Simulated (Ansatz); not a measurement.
The cell is the one relaxed in the Materials Project (mp-726265), not relaxed further here; entries there can be hypothetical. The listed cell was then made from it by scaling, straining or moving an atom.

An input for AgCl: DFT, PBEsol, all-electron LAPW, scalar-relativistic (Ansatz 0.2.0).

Command: `ansatz run input.yaml --threads 1 --pin off --max-ram 3072MiB --backend cpu --events-out ev --progress --plain --runs-dir out` The run took 6.7 s on 1 thread of Intel(R) Xeon(R) 6975P-C (Granite Rapids) (shared host), peak memory 0.36 GiB.

```yaml
crystal:
  lattice:
    - [3.33095381, 0.0, 0.0]
    - [0.0, 3.33095381, 0.0]
    - [0.0, 0.0, 3.433973]
  atoms:
    - { symbol: Ag, position: [0.0, 0.0, 0.0] }
    - { symbol: Cl, position: [0.5, 0.5, 0.5] }
kpoints:
  mp_grid: { grid: [9, 9, 9] }
  band_path:
    path:
      - [0.0, 0.0, 0.0]
      - [0.0, 0.5, 0.0]
      - [0.5, 0.5, 0.0]
      - [0.0, 0.0, 0.0]
      - [0.0, 0.0, 0.5]
      - [0.0, 0.5, 0.5]
      - [0.5, 0.5, 0.5]
      - [0.0, 0.0, 0.5]
      - [0.0, 0.5, 0.0]
    npoints: 5
scf:
  occupations: { method: fermi_dirac, width: 0.01 }
hamiltonian:
  xc: pbesol
  pseudopotentials: { kind: all_electron, lapw: { basis_error: 0.001 } }
output:
  forces: true
  stress: true
  eigenvalues: true
```

Set-up and iterations as logged by Ansatz (the results part is left out, to be predicted):

```
LAPW: plane waves up to 7.066 Å⁻¹, error target 1.0e-3 eV per atom; small_component_spin mean_spin; Cl in spheres of 1.318 Å, 15 of its electrons in bands, Dirac shells []; Ag in spheres of 1.597 Å, 19 of its electrons in bands, Dirac shells []
Engine: ansatz 0.2.0
Pseudopotentials: kind: all_electron
Pseudopotential: Ag, LAPW, valence charge 19, Koelling and Harmon's equation, gaussian nucleus
Pseudopotential: Cl, LAPW, valence charge 15, Koelling and Harmon's equation, gaussian nucleus
Functional definition: PBEsol
  exchange = pbesol_x
  correlation = pbesol_c
Crystal: 2 atoms, lattice volume = 38.101 Å³
Basis set: ecut = 190.23976636900613 eV, 251 PW (Γ), exchange–correlation at level 2
Bands: 21, of which v1, the nominal top of the filled ones, is band 17 counted from 1 (16 counted from 0)
Symmetry: 16 space group operations
Space group: P4/mmm (ITA 123), of the structure as read, at distance tolerance 3.4e-5 Å
k-points: 75 of 729
Non-local potential: Ag, projectors of the file, none
Non-local potential: Cl, projectors of the file, none
Initial density: superposition of atomic densities (chi_scale 0.1, normalization cell, long waves kept (reshape's long-wave potential 0.00 eV rms))
Initial wavefunctions: plane waves of lowest kinetic energy (no species holds an atomic orbital)
Functional: x = pbesol(κ = 0.804, μ = 0.12345679012345678), c = pbesol(β = 0.046)
iter 1 solved again at ethr=1.24e-3 eV; its pass at ethr=1.00e-1 eV (dr2=4.21e-1 eV) is discarded
SCF iter   1: F=—  HF=-157128.138145 eV  |F-HF|=—  |Δ(HF+E_count)|=         —  Δρ=2.27e-2  dr2=4.21e-1  ethr=1.24e-3  ⟨swp⟩=2.0  Hψ=10241  notcnv=0
SCF iter   2: F=—  HF=-157127.897755 eV  |F-HF|=—  |Δ(HF+E_count)|=   2.40e-1  Δρ=8.05e-3  dr2=5.78e-2  ethr=1.24e-3  ⟨swp⟩=2.9  Hψ=4996  notcnv=0
SCF iter   3: F=—  HF=-157127.879782 eV  |F-HF|=—  |Δ(HF+E_count)|=   1.80e-2  Δρ=7.48e-3  dr2=5.11e-2  ethr=1.70e-4  ⟨swp⟩=2.0  Hψ=4875  notcnv=0
SCF iter   4: F=—  HF=-157127.867683 eV  |F-HF|=—  |Δ(HF+E_count)|=         —  Δρ=3.67e-3  dr2=1.29e-2  ethr=1.50e-4  ⟨swp⟩=2.0  Hψ=4875  notcnv=0
the basis was enlarged: its passes take 317.5 KiB over the memory plan, 1 of 1 planned eigensolver slots
iter 5 solved again at ethr=1.36e-6 eV; its pass at ethr=3.81e-5 eV (dr2=4.63e-4 eV) is discarded
SCF iter   5: F=—  HF=-157127.865973 eV  |F-HF|=—  |Δ(HF+E_count)|=   1.71e-3  Δρ=8.35e-4  dr2=4.63e-4  ethr=1.36e-6  ⟨swp⟩=2.0  Hψ=8110  notcnv=0
SCF iter   6: F=—  HF=-157127.866075 eV  |F-HF|=—  |Δ(HF+E_count)|=   1.02e-4  Δρ=2.20e-4  dr2=2.26e-5  ethr=1.36e-6  ⟨swp⟩=2.0  Hψ=4575  notcnv=0
SCF iter   7: F=—  HF=-157127.866082 eV  |F-HF|=—  |Δ(HF+E_count)|=   7.03e-6  Δρ=6.95e-5  dr2=2.64e-6  ethr=6.64e-8  ⟨swp⟩=2.0  Hψ=4575  notcnv=0
SCF iter   8: F=-157127.866082 eV  HF=-157127.866082 eV  |F-HF|=1.55e-8  |Δ(HF+E_count)|=   6.89e-8  Δρ=1.32e-5  dr2=8.33e-8  ethr=7.77e-9  ⟨swp⟩=2.0  Hψ=4575  notcnv=0
```

Problem. What pressure will this run report?

Solution. -1.79 GPa (positive in compression).

Problem. Is there a band gap?

Solution. 0.40 eV, indirect from Z (0, 0, 0.5) to Γ (so small a gap may close at points that the mesh and path miss).
